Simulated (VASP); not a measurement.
# Cu (P6_3/mmc) in VASP: notebook, part 2 of 2

VASP 6.6.1. The steps go on from the part before.

## (3) Single point, PBE (strained and moved within a subgroup)

INCAR reads:

```
SYSTEM = Cu
PREC = Accurate
ENCUT = 520
EDIFF = 1E-7
ISMEAR = 0
SIGMA = 0.1
LREAL = .False.
LASPH = .True.
NELM = 100
ALGO = Fast
ISIF = 2
LWAVE = .False.
LCHARG = .False.
GGA = PE
NBANDS = 30
```

KPOINTS reads:

```
Automatic mesh
0
Gamma
  18 18 6
  0 0 0
```

POSCAR reads:

```
Cu
1.0
    2.5946405107      0.0000000000      0.0000000000
   -1.2973202554      2.2470245960      0.0000000000
    0.0000000000      0.0000000000      7.7267799354
Cu
4
Direct
    0.0000000000      0.0000000000     -0.0302596945
    0.3333333300      0.6666666700      0.2802596945
    0.0000000000      0.0000000000      0.4697403055
    0.6666666700      0.3333333300      0.7802596945
```

Potentials or basis: VASP PAW PBE potentials, release 64 (Cu).

On the command line:

```
cat potpaw_PBE.64/Cu/POTCAR > POTCAR
mpirun -np 1 vasp_std > vasp.out
```

OUTCAR:

```text
SYSTEM = Cu
   PREC = Accurate
   ENCUT = 520
   EDIFF = 1E-7
   ISMEAR = 0
   LREAL = .False.
   LASPH = .True.
   NELM = 100
   ISIF = 2
   GGA = PE

 ion  position               nearest neighbor table
   1  0.000  0.000  0.970-   4 2.09   4 2.09   4 2.09
   2  0.333  0.667  0.280-   3 2.09   3 2.09   3 2.09
   3  0.000  0.000  0.470-   2 2.09   2 2.09   2 2.09
   4  0.667  0.333  0.780-   1 2.09   1 2.09   1 2.09

  LATTYP: Found a hexagonal cell.
 ALAT       =     2.5946405107
 C/A-ratio  =     2.9779770660

  Lattice vectors:
[... 992 lines left out ...]
  Direction    XX          YY          ZZ          XY          YZ          ZX
  --------------------------------------------------------------------------------------
  -------------------------------------------------------------------------------------
  Total       10.1865553     10.1865553     17.4182975     -0.0000000     -0.0000000      0.0000000
  in kB      362.2883486    362.2883486    619.4877495     -0.0000000     -0.0000000      0.0000000
  external PRESSURE =     448.0214822 kB  Pullay stress =       0.0000000 kB

 VOLUME and BASIS-vectors are now :
 -----------------------------------------------------------------------------
  energy-cutoff  :      520.00
  volume of cell :       45.05
      direct lattice vectors                 reciprocal lattice vectors
     2.594640511  0.000000000  0.000000000     0.385409846  0.222516478  0.000000000
    -1.297320255  2.247024596  0.000000000     0.000000000  0.445032957  0.000000000
     0.000000000  0.000000000  7.726779935     0.000000000  0.000000000  0.129420018

 POSITION                                       TOTAL-FORCE (eV/Angst)
 -----------------------------------------------------------------------------------
      0.00000      0.00000      7.49297         0.000000      0.000000      7.022108
     -0.00000      1.49802      2.16550        -0.000000     -0.000000     -7.022108
      0.00000      0.00000      3.62958        -0.000000      0.000000      7.022108
      1.29732      0.74901      6.02889        -0.000000      0.000000     -7.022108
 -----------------------------------------------------------------------------------
    total drift:                               -0.000000     -0.000000     -0.001936

  FREE ENERGIE OF THE ION-ELECTRON SYSTEM (eV)
  ---------------------------------------------------
  free  energy   TOTEN  =       -11.7082023485 eV

  energy  without entropy=      -11.7004782127  energy(sigma->0) =      -11.70434028
```

OSZICAR:

```text
N       E                     dE             d eps       ncg     rms          rms(c)
DAV:   1     0.346395227595E+03    0.34640E+03   -0.19126E+04  9072   0.267E+03
DAV:   2     0.188452840131E+02   -0.32755E+03   -0.31552E+03  8880   0.403E+02
DAV:   3    -0.139742059027E+02   -0.32819E+02   -0.31436E+02  9788   0.174E+02
DAV:   4    -0.148507727169E+02   -0.87657E+00   -0.87495E+00 10186   0.384E+01
DAV:   5    -0.148648732417E+02   -0.14101E-01   -0.14100E-01 11316   0.478E+00    0.143E+01
RMM:   6    -0.125488800676E+02    0.23160E+01   -0.21166E+01  9825   0.693E+01    0.584E+00
RMM:   7    -0.117647617371E+02    0.78412E+00   -0.37727E+00  9688   0.315E+01    0.217E+00
RMM:   8    -0.117078367827E+02    0.56925E-01   -0.38034E-01 10684   0.426E+00    0.380E-01
RMM:   9    -0.117106186857E+02   -0.27819E-02   -0.76610E-02 10596   0.310E+00    0.223E-01
RMM:  10    -0.117101862582E+02    0.43243E-03   -0.24667E-02 12119   0.144E+00    0.285E-01
RMM:  11    -0.117084177516E+02    0.17685E-02   -0.25961E-03 10877   0.505E-01    0.820E-02
RMM:  12    -0.117081729461E+02    0.24481E-03   -0.11972E-03 10415   0.403E-01    0.248E-02
RMM:  13    -0.117081905643E+02   -0.17618E-04   -0.43950E-04 11046   0.199E-01    0.136E-02
RMM:  14    -0.117082017436E+02   -0.11179E-04   -0.13443E-04 12895   0.890E-02    0.671E-03
RMM:  15    -0.117082045337E+02   -0.27901E-05   -0.13938E-05 10532   0.408E-02    0.116E-02
RMM:  16    -0.117082022898E+02    0.22438E-05   -0.10766E-05 10243   0.454E-02    0.135E-03
RMM:  17    -0.117082022756E+02    0.14255E-07   -0.19829E-06 10212   0.106E-02    0.791E-04
RMM:  18    -0.117082023485E+02   -0.72897E-07   -0.26718E-07  6992   0.624E-03
   1 F= -.11708202E+02 E0= -.11704340E+02  d E =-.772414E-02
```

Run time: 3.6 min. Hardware: 1 thread of Intel Xeon Platinum 8488C (Sapphire Rapids), shared host; peak memory 0.25 GiB.

Results:

```
Free energy            : -11.7082 eV
Pressure               : 44.8 GPa
Largest force          : 7.022 eV/Å
Band gap on the k mesh : none (metal or under the smearing width)
```

Forces in eV/Å, atoms in the order of the input:
```
Cu   0.000  0.000  7.022
Cu   0.000  0.000 -7.022
Cu   0.000  0.000  7.022
Cu   0.000  0.000 -7.022
```

Stress tensor (GPa, compression positive):
```
36.23  0.00  0.00
 0.00 36.23  0.00
 0.00  0.00 61.95
```

Levels at points of the mesh, in eV from the Fermi level:
```csv
k point,band 18,band 19,band 20,band 21,band 22,band 23,band 24,band 25,band 26,band 27
"(0.00, 0.00, 0.00)",-2.24,-2.24,-1.64,-1.64,-1.48,-1.48,0.75,4.42,12.79,17.66
"(0.50, 0.00, 0.00)",-2.07,-1.63,-1.38,-0.87,0.09,0.86,1.33,4.37,4.52,8.90
"(0.00, 0.00, 0.50)",-2.28,-1.56,-1.56,-1.56,-1.56,-1.50,-1.50,8.34,8.34,20.29
"(0.50, 0.00, 0.50)",-2.14,-1.52,-1.52,-0.38,-0.38,1.18,1.18,5.06,5.06,7.36
```

Caveat: so large a pressure means that the cell lies far from this level's equilibrium, or that cutoff or potentials fall short; forces of over 1 eV/Å show positions far from the minimum, so gaps and moduli don't describe the material at rest.
